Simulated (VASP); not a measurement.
Crystal: BaS.

```
CELL_PARAMETERS angstrom
0.00000 3.18139 3.18139
3.18139 0.00000 3.18139
3.18139 3.18139 0.00000
ATOMIC_POSITIONS crystal
Ba 0.00000 0.00000 0.00000
S 0.50000 0.50000 0.50000
```

The cell is a database's computed one.

Base run:

```yaml
Program: VASP 6.6.1
Functional: r2SCAN
Potentials_or_basis: VASP PAW PBE potentials, release 64 (Ba_sv, S)
Cutoff: 520 eV
k_mesh: 8 × 8 × 8
Occupations: gaussian, width 0.02 eV
Spin: no spin polarisation
```

Its results: band gap on the k mesh 2.44 eV, indirect (least direct gap 2.57 eV); pressure 2.0 GPa.

Question: The run is repeated on the same cell with these changes: functional from r2SCAN to PBEsol; occupations from gaussian, width 0.02 eV to gaussian, width 0.5 eV. What comes out?

Answer: Band gap on the k mesh 1.96 eV, indirect (least direct gap 2.09 eV); pressure 0.0 GPa.

Caveats: the PAW data sets were made with another functional, which shifts forces and pressure a little; spin-orbit coupling is left out, which moves the levels of the heavy elements.

A k mesh can miss the band edges.
